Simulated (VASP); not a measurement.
Calculation: r2SCAN meta-GGA, VASP's PBE PAW potentials (set 64) (plane waves; VASP).

VASP input:

File KPOINTS_OPT:
```
k-points along high-symmetry lines
6
Line-mode
Reciprocal
  0.000000   0.000000   0.000000 ! GAMMA
  0.000000   0.500000   0.000000 ! X

  0.000000   0.500000   0.000000 ! X
  0.500000   0.500000   0.000000 ! M

  0.500000   0.500000   0.000000 ! M
  0.000000   0.000000   0.000000 ! GAMMA

  0.000000   0.000000   0.000000 ! GAMMA
  0.000000   0.000000   0.500000 ! Z

  0.000000   0.000000   0.500000 ! Z
  0.000000   0.500000   0.500000 ! R

  0.000000   0.500000   0.500000 ! R
  0.500000   0.500000   0.500000 ! A

  0.500000   0.500000   0.500000 ! A
  0.000000   0.000000   0.500000 ! Z

  0.000000   0.500000   0.000000 ! X
  0.000000   0.500000   0.500000 ! R

  0.500000   0.500000   0.000000 ! M
  0.500000   0.500000   0.500000 ! A
```

KPOINTS:
```
Regular mesh
0
gamma
  7 7 5
```

### INCAR
```
! general
SYSTEM  = ZrO2
PREC    = Accurate
ENCUT   = 520
LREAL   = .FALSE.   ! projection in real space or not
LASPH   = .TRUE.

! electronic loop
EDIFF   = 1E-7   ! SCF stop (eV)
NELM    = 100   ! most electronic steps
ALGO    = Normal   ! blocked Davidson
LMAXMIX = 4
LMIXTAU = .TRUE.

! smearing
ISMEAR  = -5

! functional
METAGGA = R2SCAN

! ions
ISIF    = 2   ! forces and stress, cell fixed

! output
LWAVE   = .FALSE.
LCHARG  = .FALSE.
LORBIT  = 11   ! lm-projected
NEDOS   = 601   ! DOS grid

! other
LEFG    = .TRUE.
```

**POSCAR**
```
ZrO2
1
    3.6024394230     0.0000000000    -0.0000000000
    0.0000000000     3.6024394230     0.0000000000
   -0.0000000000     0.0000000000     5.2225551464
Zr O
2 4
Direct
  0.0000000000   0.0000000000   0.0000000000
  0.5000000000   0.5000000000   0.5000000000
  0.0000000000   0.5000000000   0.3020069730
  0.0000000000   0.5000000000   0.8020069730
  0.5000000000   0.0000000000   0.1979930270
  0.5000000000   0.0000000000   0.6979930270
```

POTCAR, in this order: Zr_sv O (PBE.64 set). Program: vasp_std.

The resulting files:

### OSZICAR
```
       N       E                     dE             d eps       ncg     rms          rms(c)
DAV:   1     0.420680285652E+03    0.42068E+03   -0.28584E+04  1680   0.180E+03
DAV:   2    -0.915013489904E+02   -0.51218E+03   -0.50186E+03  2284   0.472E+02
DAV:   3    -0.121386059825E+03   -0.29885E+02   -0.29793E+02  2428   0.110E+02
DAV:   4    -0.123494485700E+03   -0.21084E+01   -0.21064E+01  2696   0.225E+01
DAV:   5    -0.123533972932E+03   -0.39487E-01   -0.39484E-01  2108   0.271E+00    0.385E+01
DAV:   6    -0.964568306227E+02    0.27077E+02   -0.44860E+01  2064   0.499E+01    0.146E+01
DAV:   7    -0.906042137251E+02    0.58526E+01   -0.36118E+00  2048   0.150E+01    0.429E+00
DAV:   8    -0.965122485497E+02   -0.59080E+01   -0.21305E+00  1792   0.118E+01    0.276E+00
DAV:   9    -0.918290076600E+02    0.46832E+01   -0.13701E+00  1712   0.919E+00    0.475E-01
DAV:  10    -0.916572421133E+02    0.17177E+00   -0.23693E-01  2064   0.356E+00    0.743E-01
DAV:  11    -0.915890176263E+02    0.68224E-01   -0.11812E-02  2388   0.709E-01    0.653E-01
DAV:  12    -0.918353329356E+02   -0.24632E+00   -0.83985E-02  1680   0.281E+00    0.208E-01
DAV:  13    -0.918771966543E+02   -0.41864E-01   -0.21647E-02  1952   0.122E+00    0.157E-01
DAV:  14    -0.918765865507E+02    0.61010E-03   -0.19906E-03  2312   0.360E-01    0.110E-01
DAV:  15    -0.918836589583E+02   -0.70724E-02   -0.26381E-03  1680   0.523E-01    0.545E-02
DAV:  16    -0.918842241070E+02   -0.56515E-03   -0.60800E-04  1792   0.176E-01    0.350E-02
DAV:  17    -0.918841202447E+02    0.10386E-03   -0.40006E-05  2156   0.572E-02    0.342E-02
DAV:  18    -0.918843812749E+02   -0.26103E-03   -0.11902E-04  1680   0.925E-02    0.738E-03
DAV:  19    -0.918843841397E+02   -0.28649E-05   -0.62619E-06  2040   0.210E-02    0.529E-03
DAV:  20    -0.918843844272E+02   -0.28750E-06   -0.76866E-07  1700   0.691E-03    0.323E-03
DAV:  21    -0.918843896075E+02   -0.51803E-05   -0.38048E-06  1680   0.141E-02    0.203E-03
DAV:  22    -0.918843895470E+02    0.60439E-07   -0.13633E-07   924   0.329E-03
   1 F= -.91884390E+02 E0= -.91884390E+02  d E =0.000000E+00
       N       E                     dE             ncg
       N       E                     dE             ncg
```

OUTCAR:
```
------------------------ aborting loop because EDIFF is reached ----------------------------------------
  FORCE on cell =-STRESS in cart. coord.  units (eV):
  Direction    XX          YY          ZZ          XY          YZ          ZX
  --------------------------------------------------------------------------------------
  Total        0.0753849      0.0753849      0.0832870      0.0000000      0.0000000      0.0000000
  in kB        1.7820451      1.7820451      1.9688448      0.0000000      0.0000000      0.0000000
  external PRESSURE =       1.8443116 kB  Pullay stress =       0.0000000 kB
  volume of cell :       67.78
      direct lattice vectors                 reciprocal lattice vectors
     3.602439423  0.000000000  0.000000000     0.277589678  0.000000000  0.000000000
     0.000000000  3.602439423  0.000000000     0.000000000  0.277589678  0.000000000
     0.000000000  0.000000000  5.222555146     0.000000000  0.000000000  0.191477155
 POSITION                                       TOTAL-FORCE (eV/Angst)
 -----------------------------------------------------------------------------------
      0.00000      0.00000      0.00000         0.000000     -0.000000     -0.000000
      1.80122      1.80122      2.61128         0.000000      0.000000     -0.000000
      0.00000      1.80122      1.57725         0.000000     -0.000000      0.002768
      0.00000      1.80122      4.18853        -0.000000      0.000000      0.002768
      1.80122      0.00000      1.03403         0.000000      0.000000     -0.002768
      1.80122      0.00000      3.64531         0.000000      0.000000     -0.002768
 -----------------------------------------------------------------------------------
    total drift:                                0.000000      0.000000      0.000000
  FREE ENERGIE OF THE ION-ELECTRON SYSTEM (eV)
  ---------------------------------------------------
  free  energy   TOTEN  =       -91.8843895470 eV

  energy  without entropy=      -91.8843895470  energy(sigma->0) =      -91.88438955

 total charge

# of ion       s       p       d       tot
------------------------------------------
    1        2.170   6.049   1.310   9.529
    2        2.170   6.049   1.310   9.529
    3        1.571   3.563   0.000   5.134
    4        1.571   3.563   0.000   5.134
    5        1.571   3.563   0.000   5.134
    6        1.571   3.563   0.000   5.134
--------------------------------------------------
tot         10.623  26.350   2.620  39.593
```
(Selected blocks of OUTCAR.)

The structure comes from a computed database's ZrO2 entry (P4_2/nmc); how it stands against other phases isn't given here. It was relaxed first.
